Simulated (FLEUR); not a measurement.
# Ge (Fd-3m) in FLEUR: further runs

Runs on Ge. Level: SCAN. Tasks: band structure, equation of state.

Program: FLEUR MaX-R8.1 (later development tree). These are calculated values, not measurements. Logs are shortened: lines on timing, memory, paths and dates and some standing lists are left out, and cuts for length are marked.

**The experiment to reproduce.**

“Electronic and optical properties of SixGe1-x-ySny alloys lattice-matched to Ge”, 2021, arxiv:2109.02782 reports, for a bulk crystal of Ge at 300 K: band gap 0.807 eV (direct).

“Sub-monolayer structures of Ag overlayers on Ge(111): experimental observations and first-principles study”, 2019, arxiv:1908.00180 quotes, for a bulk crystal of Ge: bulk modulus 75.8 GPa.

The runs below are set against these values where they give the same quantity.

## (1) The crystal as given

Symmetry: Fd-3m, No. 227, cubic system. Conventional cell: a = 5.658 Å, b = 5.658 Å, c = 5.658 Å, α = 90.00°, β = 90.00°, γ = 90.00°. Around Ge (site symmetry -43m) lie 4 Ge at 2.45 Å.

## (2) Band structure, SCAN

Input file inp.xml:

```xml
<?xml version="1.0" encoding="UTF-8" standalone="no"?>
<fleurInput fleurInputVersion="0.39">
   <comment>
      Ge                                                                                                  
   </comment>
   <calculationSetup>
      <cutoffs Kmax="4.58" Gmax="14.2" GmaxXC="14.2" numbands="0"/>
      <scfLoop itmax="60" minDistance="0.00001" maxIterBroyd="15" imix="Anderson" alpha="0.05" precondParam="0.0" spinf="2.0" sdNocoIR="T"/>
      <coreElectrons ctail="F" frcor="F" kcrel="0" coretail_lmax="0"/>
      <xcFunctional name="LibXC" relativisticCorrections="F">
         <LibXCName exchange="mgga_x_scan" correlation="mgga_c_scan"/>
         <AuxGGA exchange="117" correlation="130"/>
      </xcFunctional>
      <magnetism jspins="1"/>
      <soc l_soc="F" theta="0.0" phi="0.0" spav="F"/>
      <expertModes spex="0" secvar="F"/>
      <geometryOptimization l_f="F" forcealpha="1.0" forcemix="BFGS" epsdisp="0.00001" epsforce="0.00001"/>
      <ldaU l_linMix="F" mixParam="0.05" spinf="1.0"/>
   </calculationSetup>
   <cell>
      <bzIntegration valenceElectrons="44.0" mode="hist" fermiSmearingEnergy="0.00183747">
         <kPointListSelection listName="default-1"/>
         <!-- k-points included here -->
         <xi:include xmlns:xi="http://www.w3.org/2001/XInclude" href="kpts.xml"> </xi:include>
      </bzIntegration>
      <!-- symmetry operations included here -->
      <xi:include xmlns:xi="http://www.w3.org/2001/XInclude" href="sym.xml"> </xi:include>
      <bulkLattice scale="1.0">
         <bravaisMatrix>
            <row-1>    0.0000000000000000     5.3458651311421859     5.3458651311421859</row-1>
            <row-2>    5.3458651311421859     0.0000000000000000     5.3458651311421859</row-2>
            <row-3>    5.3458651311421859     5.3458651311421859     0.0000000000000000</row-3>
         </bravaisMatrix>
      </bulkLattice>
   </cell>
   <atomSpecies>
      <species name="Germanium (Ge)" element="Ge" atomicNumber="32">
         <mtSphere radius="2.14" gridPoints="707" logIncrement="0.017"/>
         <atomicCutoffs lmax="9" lnonsphr="7"/>
         <electronConfig flipSpins="F">
            <coreConfig>(1s1/2) (2s1/2) (2p1/2) (2p3/2)</coreConfig>
            <valenceConfig>(3s1/2) (3p1/2) (3p3/2) (4s1/2) (3d3/2) (3d5/2) (4p1/2) (4p3/2)</valenceConfig>
            <stateOccupation state="(4p1/2)" spinUp="0.333333" spinDown="0.333333"/>
            <stateOccupation state="(4p3/2)" spinUp="0.666667" spinDown="0.666667"/>
         </electronConfig>
         <energyParameters s="4" p="4" d="3" f="4"/>
         <lo type="SCLO" l="0" n="3" eDeriv="0"/>
         <lo type="SCLO" l="1" n="3" eDeriv="0"/>
         <lo type="SCLO" l="1" n="3" eDeriv="1"/>
         <lo type="HELO" l="2" n="4" eDeriv="0"/>
         <lo type="HELO" l="2" n="4" eDeriv="1"/>
         <lo type="SCLO" l="3" n="4" eDeriv="2"/>
      </species>
   </atomSpecies>
   <atomGroups>
      <atomGroup species="Germanium (Ge)">
         <relPos label="                   1">-3.000/8.000 -3.000/8.000 -3.000/8.000</relPos>
         <relPos label="                   2">3.000/8.000 3.000/8.000 3.000/8.000</relPos>
         <force calculate="T" relaxXYZ="TTT"/>
      </atomGroup>
   </atomGroups>
   <output dos="F" band="F" slice="F">
      <checks vchk="F" cdinf="F"/>
      <bandDOS minEnergy="-.5*Htr" maxEnergy="0.5*Htr" sigma="0.015" storeEVData="T"/>
      <vacuumDOS vacdos="F" integ="F" star="F" nstars="0" locx1="0.0" locy1="0.0" locx2="0.0" locy2="0.0" nstm="0" tworkf="0.0"/>
      <unfoldingBand unfoldBand="F" supercellX="1" supercellY="1" supercellZ="1"/>
      <plotting iplot="0" polar="F">
         <plot TwoD="T" vec1="  1.0  0.0  0.0" vec2="  0.0  1.0  0.0" vec3="  0.0  0.0  1.0" zero="  0.0  0.0  0.0" file="plot"/>
      </plotting>
      <chargeDensitySlicing numkpt="0" minEigenval="0.0" maxEigenval="0.0" nnne="0" pallst="F"/>
      <specialOutput eonly="F"/>
      <moessbauerParams electricFieldGradient="T" isomerShift="T" coreHyperfine="T" valenceHyperfine="T"/>
      <magneticCircularDichroism mcd="F" energyLo="-10.0" energyUp="0.0"/>
   </output>
  <!-- We include the file relax.xml here to enable relaxations (see documentation) -->
  <xi:include xmlns:xi="http://www.w3.org/2001/XInclude" href="relax.xml"> <xi:fallback/> </xi:include>
</fleurInput>
```

Input file crystal.txt:

```
Ge
&input cartesian=F /
0.0000000000  2.8289100000  2.8289100000
2.8289100000  0.0000000000  2.8289100000
2.8289100000  2.8289100000  0.0000000000
1.8897261246
1.0 1.0 1.0

2
32 0.7500000000  0.7500000000  0.7500000000
32 0.5000000000  0.5000000000  0.5000000000

&kpt div1=8 div2=8 div3=8 gamma=T /
```

Input file inp.xml (bands):

```
<?xml version="1.0" encoding="UTF-8" standalone="no"?>
<fleurInput fleurInputVersion="0.39">
   <comment>
      Ge                                                                                                  
   </comment>
   <calculationSetup>
      <cutoffs Kmax="4.58" Gmax="14.2" GmaxXC="14.2" numbands="0"/>
      <scfLoop itmax="60" minDistance="0.00001" maxIterBroyd="15" imix="Anderson" alpha="0.05" precondParam="0.0" spinf="2.0" sdNocoIR="T"/>
      <coreElectrons ctail="F" frcor="F" kcrel="0" coretail_lmax="0"/>
      <xcFunctional name="LibXC" relativisticCorrections="F">
         <LibXCName exchange="mgga_x_scan" correlation="mgga_c_scan"/>
         <AuxGGA exchange="117" correlation="130"/>
      </xcFunctional>
      <magnetism jspins="1"/>
      <soc l_soc="F" theta="0.0" phi="0.0" spav="F"/>
      <expertModes spex="0" secvar="F"/>
      <geometryOptimization l_f="F" forcealpha="1.0" forcemix="BFGS" epsdisp="0.00001" epsforce="0.00001"/>
      <ldaU l_linMix="F" mixParam="0.05" spinf="1.0"/>
   </calculationSetup>
   <cell>
      <bzIntegration valenceElectrons="44.0" mode="hist" fermiSmearingEnergy="0.00183747">
         <kPointListSelection listName="path-1"/>
         <!-- k-points included here -->
         <xi:include xmlns:xi="http://www.w3.org/2001/XInclude" href="kpts.xml"> </xi:include>
      </bzIntegration>
      <!-- symmetry operations included here -->
      <xi:include xmlns:xi="http://www.w3.org/2001/XInclude" href="sym.xml"> </xi:include>
      <bulkLattice scale="1.0">
         <bravaisMatrix>
            <row-1>    0.0000000000000000     5.3458651311421859     5.3458651311421859</row-1>
            <row-2>    5.3458651311421859     0.0000000000000000     5.3458651311421859</row-2>
            <row-3>    5.3458651311421859     5.3458651311421859     0.0000000000000000</row-3>
         </bravaisMatrix>
      </bulkLattice>
   </cell>
   <atomSpecies>
      <species name="Germanium (Ge)" element="Ge" atomicNumber="32">
         <mtSphere radius="2.14" gridPoints="707" logIncrement="0.017"/>
         <atomicCutoffs lmax="9" lnonsphr="7"/>
         <electronConfig flipSpins="F">
            <coreConfig>(1s1/2) (2s1/2) (2p1/2) (2p3/2)</coreConfig>
            <valenceConfig>(3s1/2) (3p1/2) (3p3/2) (4s1/2) (3d3/2) (3d5/2) (4p1/2) (4p3/2)</valenceConfig>
            <stateOccupation state="(4p1/2)" spinUp="0.333333" spinDown="0.333333"/>
            <stateOccupation state="(4p3/2)" spinUp="0.666667" spinDown="0.666667"/>
         </electronConfig>
         <energyParameters s="4" p="4" d="3" f="4"/>
         <lo type="SCLO" l="0" n="3" eDeriv="0"/>
         <lo type="SCLO" l="1" n="3" eDeriv="0"/>
         <lo type="SCLO" l="1" n="3" eDeriv="1"/>
         <lo type="HELO" l="2" n="4" eDeriv="0"/>
         <lo type="HELO" l="2" n="4" eDeriv="1"/>
         <lo type="SCLO" l="3" n="4" eDeriv="2"/>
      </species>
   </atomSpecies>
   <atomGroups>
      <atomGroup species="Germanium (Ge)">
         <relPos label="                   1">-3.000/8.000 -3.000/8.000 -3.000/8.000</relPos>
         <relPos label="                   2">3.000/8.000 3.000/8.000 3.000/8.000</relPos>
         <force calculate="T" relaxXYZ="TTT"/>
      </atomGroup>
   </atomGroups>
   <output dos="F" band="T" slice="F">
      <checks vchk="F" cdinf="F"/>
      <bandDOS minEnergy="-.5*Htr" maxEnergy="0.5*Htr" sigma="0.015" storeEVData="T"/>
      <vacuumDOS vacdos="F" integ="F" star="F" nstars="0" locx1="0.0" locy1="0.0" locx2="0.0" locy2="0.0" nstm="0" tworkf="0.0"/>
      <unfoldingBand unfoldBand="F" supercellX="1" supercellY="1" supercellZ="1"/>
      <plotting iplot="0" polar="F">
         <plot TwoD="T" vec1="  1.0  0.0  0.0" vec2="  0.0  1.0  0.0" vec3="  0.0  0.0  1.0" zero="  0.0  0.0  0.0" file="plot"/>
      </plotting>
      <chargeDensitySlicing numkpt="0" minEigenval="0.0" maxEigenval="0.0" nnne="0" pallst="F"/>
      <specialOutput eonly="F"/>
      <moessbauerParams electricFieldGradient="T" isomerShift="T" coreHyperfine="T" valenceHyperfine="T"/>
      <magneticCircularDichroism mcd="F" energyLo="-10.0" energyUp="0.0"/>
   </output>
  <!-- We include the file relax.xml here to enable relaxations (see documentation) -->
  <xi:include xmlns:xi="http://www.w3.org/2001/XInclude" href="relax.xml"> <xi:fallback/> </xi:include>
</fleurInput>
```

Potentials or basis: all-electron, FLAPW.

Launch:

```
> inpgen -f crystal.txt -profile fastHighL
> # inp.xml edited to the form shown
> fleur_MPI
> fleur_MPI   # second run, on inp.xml (bands)
```

Standard output:

```text
Welcome to FLEUR        (www.flapw.de)
      MaX-Release 8.1          (www.max-centre.eu)
 func_ids         267         263         267         263
 MetaGGA potential functional detected - V_tau will be computed
 Auxiliary Potential for radial basis: exchange=         117  correlation=         130
The functional 'SCAN exchange of Sun, Ruzsinszky, and Perdew' is an exchange functional, it belongs to the 'MGGA' family and is defined in the reference(s):
[1] J. Sun, A. Ruzsinszky, and J. P. Perdew.,  Phys. Rev. Lett. 115, 036402 (2015)
The functional 'SCAN correlation of Sun, Ruzsinszky, and Perdew' is a correlation functional, it belongs to the 'MGGA' family and is defined in the reference(s):
[1] J. Sun, A. Ruzsinszky, and J. P. Perdew.,  Phys. Rev. Lett. 115, 036402 (2015)
 Using same functional for VXC and EXC

 ========== k-point set info ==========
 Selected k-point list: default-1
 k-point list type: mesh
 8 x 8 x 8
 Number of k points: 29

 ------------Calculation Setup---------------------------
 Number of MPI-tasks      :            1
 Number of PE/node        :            1
 Number of OMP-threads    :            1
 Most efficient MPI parallelization for:
           1          29
 Additional eigenvalue parallelization possible
 Number of basis functions:          615
 Approximate size of matrices (H+S) per k-point:         0.006 GB
 --------------------------------------------------------
The functional 'Hammer, Hansen, and Norskov' is an exchange functional, it belongs to the 'GGA' family and is defined in the reference(s):
[1] B. Hammer, L. B. Hansen, and J. K. Nørskov.,  Phys. Rev. B 59, 7413 (1999)
The functional 'Perdew, Burke & Ernzerhof' is a correlation functional, it belongs to the 'GGA' family and is defined in the reference(s):
[1] J. P. Perdew, K. Burke, and M. Ernzerhof.,  Phys. Rev. Lett. 77, 3865 (1996)
[2] J. P. Perdew, K. Burke, and M. Ernzerhof.,  Phys. Rev. Lett. 78, 1396 (1997)
 Using same functional for VXC and EXC
 Using auxiliary GGA potential for the first iteration of MetaGGA calculation.
 Reset of history
 Reset of history
 Iteration:     1   Distance:      19.28773963 me/bohr^3
The functional 'Hammer, Hansen, and Norskov' is an exchange functional, it belongs to the 'GGA' family and is defined in the reference(s):
[1] B. Hammer, L. B. Hansen, and J. K. Nørskov.,  Phys. Rev. B 59, 7413 (1999)
The functional 'Perdew, Burke & Ernzerhof' is a correlation functional, it belongs to the 'GGA' family and is defined in the reference(s):
[1] J. P. Perdew, K. Burke, and M. Ernzerhof.,  Phys. Rev. Lett. 77, 3865 (1996)
[2] J. P. Perdew, K. Burke, and M. Ernzerhof.,  Phys. Rev. Lett. 78, 1396 (1997)
 Using same functional for VXC and EXC
 Iteration:     2   Distance:      18.55995987 me/bohr^3
The functional 'Hammer, Hansen, and Norskov' is an exchange functional, it belongs to the 'GGA' family and is defined in the reference(s):
[1] B. Hammer, L. B. Hansen, and J. K. Nørskov.,  Phys. Rev. B 59, 7413 (1999)
The functional 'Perdew, Burke & Ernzerhof' is a correlation functional, it belongs to the 'GGA' family and is defined in the reference(s):
[1] J. P. Perdew, K. Burke, and M. Ernzerhof.,  Phys. Rev. Lett. 77, 3865 (1996)
[2] J. P. Perdew, K. Burke, and M. Ernzerhof.,  Phys. Rev. Lett. 78, 1396 (1997)
 Using same functional for VXC and EXC
 Iteration:     3   Distance:      17.58273138 me/bohr^3
The functional 'Hammer, Hansen, and Norskov' is an exchange functional, it belongs to the 'GGA' family and is defined in the reference(s):
[1] B. Hammer, L. B. Hansen, and J. K. Nørskov.,  Phys. Rev. B 59, 7413 (1999)
The functional 'Perdew, Burke & Ernzerhof' is a correlation functional, it belongs to the 'GGA' family and is defined in the reference(s):
[1] J. P. Perdew, K. Burke, and M. Ernzerhof.,  Phys. Rev. Lett. 77, 3865 (1996)
[2] J. P. Perdew, K. Burke, and M. Ernzerhof.,  Phys. Rev. Lett. 78, 1396 (1997)
 Using same functional for VXC and EXC
 Iteration:     4   Distance:       2.30277073 me/bohr^3
The functional 'Hammer, Hansen, and Norskov' is an exchange functional, it belongs to the 'GGA' family and is defined in the reference(s):
[1] B. Hammer, L. B. Hansen, and J. K. Nørskov.,  Phys. Rev. B 59, 7413 (1999)
The functional 'Perdew, Burke & Ernzerhof' is a correlation functional, it belongs to the 'GGA' family and is defined in the reference(s):
[1] J. P. Perdew, K. Burke, and M. Ernzerhof.,  Phys. Rev. Lett. 77, 3865 (1996)
[2] J. P. Perdew, K. Burke, and M. Ernzerhof.,  Phys. Rev. Lett. 78, 1396 (1997)
 Using same functional for VXC and EXC
 Iteration:     5   Distance:       1.91927270 me/bohr^3
The functional 'Hammer, Hansen, and Norskov' is an exchange functional, it belongs to the 'GGA' family and is defined in the reference(s):
[... 53 lines left out ...]
 Using same functional for VXC and EXC
 Iteration:    13   Distance:       0.00013500 me/bohr^3
The functional 'Hammer, Hansen, and Norskov' is an exchange functional, it belongs to the 'GGA' family and is defined in the reference(s):
[1] B. Hammer, L. B. Hansen, and J. K. Nørskov.,  Phys. Rev. B 59, 7413 (1999)
The functional 'Perdew, Burke & Ernzerhof' is a correlation functional, it belongs to the 'GGA' family and is defined in the reference(s):
[1] J. P. Perdew, K. Burke, and M. Ernzerhof.,  Phys. Rev. Lett. 77, 3865 (1996)
[2] J. P. Perdew, K. Burke, and M. Ernzerhof.,  Phys. Rev. Lett. 78, 1396 (1997)
 Using same functional for VXC and EXC
 Iteration:    14   Distance:       0.00001996 me/bohr^3
The functional 'Hammer, Hansen, and Norskov' is an exchange functional, it belongs to the 'GGA' family and is defined in the reference(s):
[1] B. Hammer, L. B. Hansen, and J. K. Nørskov.,  Phys. Rev. B 59, 7413 (1999)
The functional 'Perdew, Burke & Ernzerhof' is a correlation functional, it belongs to the 'GGA' family and is defined in the reference(s):
[1] J. P. Perdew, K. Burke, and M. Ernzerhof.,  Phys. Rev. Lett. 77, 3865 (1996)
[2] J. P. Perdew, K. Burke, and M. Ernzerhof.,  Phys. Rev. Lett. 78, 1396 (1997)
 Using same functional for VXC and EXC
 Iteration:    15   Distance:       0.00001935 me/bohr^3
The functional 'Hammer, Hansen, and Norskov' is an exchange functional, it belongs to the 'GGA' family and is defined in the reference(s):
[1] B. Hammer, L. B. Hansen, and J. K. Nørskov.,  Phys. Rev. B 59, 7413 (1999)
The functional 'Perdew, Burke & Ernzerhof' is a correlation functional, it belongs to the 'GGA' family and is defined in the reference(s):
[1] J. P. Perdew, K. Burke, and M. Ernzerhof.,  Phys. Rev. Lett. 77, 3865 (1996)
[2] J. P. Perdew, K. Burke, and M. Ernzerhof.,  Phys. Rev. Lett. 78, 1396 (1997)
 Using same functional for VXC and EXC
 Iteration:    16   Distance:       0.00000165 me/bohr^3

 ********************************************************************
 Run finished successfully
 Stop message:
   all done
 ********************************************************************
```

Run time: 55 s. Hardware: 1 thread of Arm Neoverse V2, shared host; peak memory 0.08 GiB.

What came out:

- Free energy: -114259.0641 eV
- Band gap on the k mesh: 0.19 eV, direct
- Band gap along the path: 0.19 eV, direct
- Valence electrons inside the program's atomic spheres: Ge 19.95 (radii Ge 2.14 bohr)

Levels at the corners of the path, in eV from the valence-band top:
```tsv
point	band 19	band 20	band 21	band 22	band 23	band 24	band 25	band 26
Γ	-13.25	0.00	0.00	0.00	0.19	2.69	2.69	2.69
X	-9.21	-9.21	-3.19	-3.19	0.90	0.90	9.94	9.94
W	-9.11	-9.11	-4.03	-4.03	4.59	4.59	4.99	4.99
K	-9.70	-8.59	-4.47	-2.73	1.32	4.34	7.59	7.72
Γ	-13.25	0.00	0.00	0.00	0.19	2.69	2.69	2.69
L	-11.08	-7.85	-1.46	-1.46	0.32	3.95	3.95	7.53
U	-9.70	-8.59	-4.47	-2.73	1.32	4.34	7.59	7.72
W	-9.11	-9.11	-4.03	-4.03	4.59	4.59	4.99	4.99
L	-11.08	-7.85	-1.46	-1.46	0.32	3.95	3.95	7.53
K	-9.70	-8.59	-4.47	-2.73	1.32	4.34	7.59	7.72
U	-9.70	-8.59	-4.47	-2.73	1.32	4.34	7.59	7.72
X	-9.21	-9.21	-3.19	-3.19	0.90	0.90	9.94	9.94
```

Core levels (eV from the Fermi level):
```tsv
atom	levels
1 Ge	1s1/2 -10953.8, 2s1/2 -1366.1, 2p1/2 -1214.2, 2p3/2 -1182.4
2 Ge	1s1/2 -10953.8, 2s1/2 -1366.1, 2p1/2 -1214.2, 2p3/2 -1182.4
```

Caveat: the meta-GGA is that of a development version, with a GGA for the radial functions and cores and without core tails.

## (3) Equation of state, SCAN, 21.28 Å³/atom (volume scaled by 0.94)

inp.xml: that of step 2 with these lines changed.

```diff
@@ -6,3 +6,3 @@
    <calculationSetup>
-      <cutoffs Kmax="4.58" Gmax="14.2" GmaxXC="14.2" numbands="0"/>
+      <cutoffs Kmax="4.71" Gmax="14.6" GmaxXC="14.6" numbands="0"/>
       <scfLoop itmax="60" minDistance="0.00001" maxIterBroyd="15" imix="Anderson" alpha="0.05" precondParam="0.0" spinf="2.0" sdNocoIR="T"/>
@@ -27,3 +27,3 @@
       <xi:include xmlns:xi="http://www.w3.org/2001/XInclude" href="sym.xml"> </xi:include>
-      <bulkLattice scale="1.0">
+      <bulkLattice scale="0.9795861087">
          <bravaisMatrix>
@@ -37,3 +37,3 @@
       <species name="Germanium (Ge)" element="Ge" atomicNumber="32">
-         <mtSphere radius="2.14" gridPoints="707" logIncrement="0.017"/>
+         <mtSphere radius="2.08" gridPoints="707" logIncrement="0.017"/>
          <atomicCutoffs lmax="9" lnonsphr="7"/>
```

Potentials or basis: all-electron, FLAPW.

Launch:

```
> inpgen -f crystal.txt -profile fastHighL
> # inp.xml edited to the form shown
> fleur_MPI
```

Run time: 49 s. Hardware: 1 thread of Arm Neoverse V2, shared host; peak memory 0.08 GiB.

The run converged. Its results:

* Free energy: -114259.0143 eV
* Band gap on the k mesh: 0.53 eV, indirect (least direct gap 0.79 eV)
* Valence electrons inside the program's atomic spheres: Ge 19.83 (radii Ge 2.08 bohr)

Caveat: the meta-GGA is that of a development version, with a GGA for the radial functions and cores and without core tails.

## (4) Equation of state, SCAN, 21.73 Å³/atom (volume scaled by 0.96)

inp.xml: that of step 3 with these lines changed.

```diff
@@ -27,3 +27,3 @@
       <xi:include xmlns:xi="http://www.w3.org/2001/XInclude" href="sym.xml"> </xi:include>
-      <bulkLattice scale="0.9795861087">
+      <bulkLattice scale="0.9864848297">
          <bravaisMatrix>
```

Launch:

```
> inpgen -f crystal.txt -profile fastHighL
> # inp.xml edited to the form shown
> fleur_MPI
```

Run time: 51 s. Hardware: 1 thread of Arm Neoverse V2, shared host; peak memory 0.08 GiB.

Results (log left out):

```
Free energy                                           : -114259.0406 eV
Band gap on the k mesh                                : 0.46 eV, indirect (least direct gap 0.58 eV)
Valence electrons inside the program's atomic spheres : Ge 19.81 (radii Ge 2.08 bohr)
```

Caveat: the meta-GGA is that of a development version, with a GGA for the radial functions and cores and without core tails.

## (5) Equation of state, SCAN, 22.64 Å³/atom

inp.xml: that of step 4 with these lines changed.

```diff
@@ -27,3 +27,3 @@
       <xi:include xmlns:xi="http://www.w3.org/2001/XInclude" href="sym.xml"> </xi:include>
-      <bulkLattice scale="0.9864848297">
+      <bulkLattice scale="1.0000000000">
          <bravaisMatrix>
```

Launch:

```
> inpgen -f crystal.txt -profile fastHighL
> # inp.xml edited to the form shown
> fleur_MPI
```

It took 56 s on 1 thread of Arm Neoverse V2, shared host; peak memory 0.08 GiB.

Results (log left out):

| Quantity | Value |
| --- | --- |
| Free energy | -114259.0631 eV |
| Band gap on the k mesh | 0.19 eV, direct |
| Valence electrons inside the program's atomic spheres | Ge 19.78 (radii Ge 2.08 bohr) |

Caveat: the meta-GGA is that of a development version, with a GGA for the radial functions and cores and without core tails.

[end of part 1 of 2]
